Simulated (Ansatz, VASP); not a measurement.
# Two plane-wave programs on AlNi

```
Al Ni
1.0
     2.86251    0.00000    0.00000
     0.00000    2.86251    0.00000
     0.00000    0.00000    2.86251
Al Ni
1 1
Direct
  0.00000 0.00000 0.00000
  0.50000 0.50000 0.50000
```

Alike in both runs: functional PBEsol; k mesh 14 × 14 × 14; occupations fermi-dirac, width 0.1 eV; no spin polarisation.

Ansatz relaxed the structure, and its values are those at the end. VASP's run is a single point on that final structure, the one shown.

|  | VASP | Ansatz |
| --- | --- | --- |
| version | VASP 6.6.1 | Ansatz 0.2.0 |
| potentials or method | VASP PAW PBE potentials, release 64 (Al, Ni) | PAW with Ansatz's default frozen-core files, scalar-relativistic |
| plane-wave cutoff (eV) | 520 | 420 |
| valence electrons in the cell | 13 | 21 |

```csv
,VASP,Ansatz,Ansatz less VASP
pressure (GPa),0.2,0.0,-0.21
```

With one functional, cell and mesh, what is left measures potentials, basis and numerics. The two sets of potentials don't hold the same shells in valence.

Caveats: the PAW data sets were made with another functional, which shifts forces and pressure a little (VASP). Spin polarisation is off, so any magnetic state and its effect on volume and gap are missing.
